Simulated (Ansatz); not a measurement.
## A computed series for BeO: pressure series

The parent structure is BeO in the wurtzite structure (space group P6_3mc, No. 186; a = 2.690 Å, c = 4.369 Å).

Cell and atoms are relaxed at each pressure.

Method: r2SCAN in Ansatz (plane waves to 500 eV, PAW, no spin-orbit coupling), earlier PAW set.

```tsv
pressure (GPa)	volume per atom (Å³/atom)
-2	6.909
0	6.847
0.3	6.838
0.7	6.826
1.5	6.802
3	6.758
5	?
7.5	6.635
10	6.571
```

Question: Fit the third-order Birch–Murnaghan form P(V) = (3B₀/2)[(V₀/V)^(7/3) − (V₀/V)^(5/3)]·[1 + (3/4)(B₀′ − 4)((V₀/V)^(2/3) − 1)] (squares taken in P) to the rows shown and predict the withheld row.

Answer: Least squares on the printed values gives V₀ = 6.847 Å³/atom, B₀ = 225 GPa, B₀′ = 3.8; this predicts 6.702 Å³/atom, and the run gives 6.702 Å³/atom, in agreement.

Load acts through the strain it causes; cell and atoms are relaxed under it. Whether these cells are dynamically stable was not tested. Competing high-pressure phases were not computed.

Ansatz is an electronic-structure program.
